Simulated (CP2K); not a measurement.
The system is Al2Ru.

```
Ru Al
1.0
     4.76377    0.00000    0.00000
     2.71924    3.91142    0.00000
    -3.74150   -1.95571    2.20677
Ru Al
1 2
Direct
  0.00000 0.00000 0.00000
  0.34080 0.34080 0.00000
  0.65920 0.65920 0.00000
```

The cell comes from a database or a generator and needn't be the stable form of this composition.

* Program: CP2K 2026.2
* Task: single point
* Functional: PBEsol
* Potentials or basis: POTENTIAL_UZH Ru GTH-PBE-q16, Al GTH-PBE-q3; TZVP-MOLOPT-PBE-GTH basis
* Density cutoff: 6123 eV
* k mesh: 12 × 12 × 12
* Occupations: fermi-dirac, width 0.05 eV
* Spin: no spin polarisation

On this cell: pressure 2.2 GPa; largest force 0.022 eV/Å; band gap on the k mesh none (metal or under the smearing width).

The same run follows on a disturbed copy (atoms moved at random, drawn with an rms of 0.05 Å):

```
Ru Al
1.0
     4.76377    0.00000    0.00000
     2.71924    3.91142    0.00000
    -3.74150   -1.95571    2.20677
Ru Al
1 2
Direct
  0.01481 0.00199 0.00329
  0.33971 0.33851 0.99676
  0.65565 0.64251 0.98224
```

Q: What does the disturbed cell give?

A: The energy (extrapolated to zero smearing) moves by +9.3 meV/atom; pressure 2.7 GPa; largest force 0.631 eV/Å; band gap on the k mesh none (metal or under the smearing width).

Forces on the atoms (eV/Å):
```
Ru  -0.524 -0.167 -0.310
Al   0.211 -0.099 -0.050
Al   0.313  0.265  0.360
```

Stress tensor (GPa, compression positive):
```
2.79 0.05 0.18
0.05 2.52 0.08
0.18 0.08 2.69
```

Caveats: the potentials were made for another functional, which shifts forces and pressure; the basis of atomic orbitals isn't converged, which shifts pressures, moduli and gaps.
